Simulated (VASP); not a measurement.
Set up this calculation in VASP 6.6.1, as an ASE script.

* Task: band structure
* Functional: PBEsol
* Dispersion: D4
* Potentials or basis: VASP PAW PBE potentials, release 64 (Si, C)
* Cutoff: 520 eV
* k mesh: 10 × 10 × 10
* Occupations: gaussian, width 0.05 eV
* Spin: no spin polarisation
* Further INCAR settings: ALGO = Normal; EDIFF = 1.00e-07; ISYM = 0

The structure of SiC (Moissanite 3C) lies in POSCAR:

```
SiC
1.0
    0.0000000000      2.1790000000      2.1790000000
    2.1790000000      0.0000000000      2.1790000000
    2.1790000000      2.1790000000      0.0000000000
Si C
1 1
Direct
    0.0000000000      0.0000000000      0.0000000000
    0.7500000000      0.7500000000      0.7500000000
```

The input as run:

run.py

```python
from ase.calculators.vasp import Vasp
from ase.dft.bandgap import bandgap
from ase.io import read

atoms = read('POSCAR')
calc = Vasp(
    directory='calc',
    xc='pbesol',
    pp='PBE',
    setups='recommended',
    prec='Accurate',
    encut=520,
    ediff=1e-07,
    ismear=0,
    sigma=0.05,
    lreal=False,
    lasph=True,
    nelm=100,
    algo='Normal',
    isif=2,
    lwave=False,
    lcharg=True,
    ivdw=13,
    kpts=[10, 10, 10],
    gamma=True,
)
atoms.calc = calc

print('energy (eV):', atoms.get_potential_energy())
print('free energy (eV):', atoms.get_potential_energy(force_consistent=True))
efermi = calc.get_fermi_level()
print('Fermi level (eV):', efermi)
path = atoms.cell.bandpath(npoints=40, eps=1e-4)
print('path:', path.path)
calc.set(kpts=path.kpts, reciprocal=True, icharg=11, isym=0, lcharg=False)
calc.calculate(atoms)
print('gap on the path (eV):', bandgap(calc, efermi=efermi)[0])
print('direct gap on the path (eV):', bandgap(calc, efermi=efermi, direct=True)[0])
```

Potentials or basis: VASP PAW PBE potentials, release 64 (Si, C).

Run with:

```bash
$ python run.py
```

Results of the run:

The band gap along the path is 1.23 eV, indirect (least direct gap 4.44 eV) and the dispersion energy per atom is -0.186 eV.

Caveat: the log is that of the step along the path at fixed density, whose energy, stress, charges and moments have no meaning.

Wall time 22 s on 1 thread of AMD EPYC 7R13 Processor (Zen 3) (shared host), peak memory 0.09 GiB.
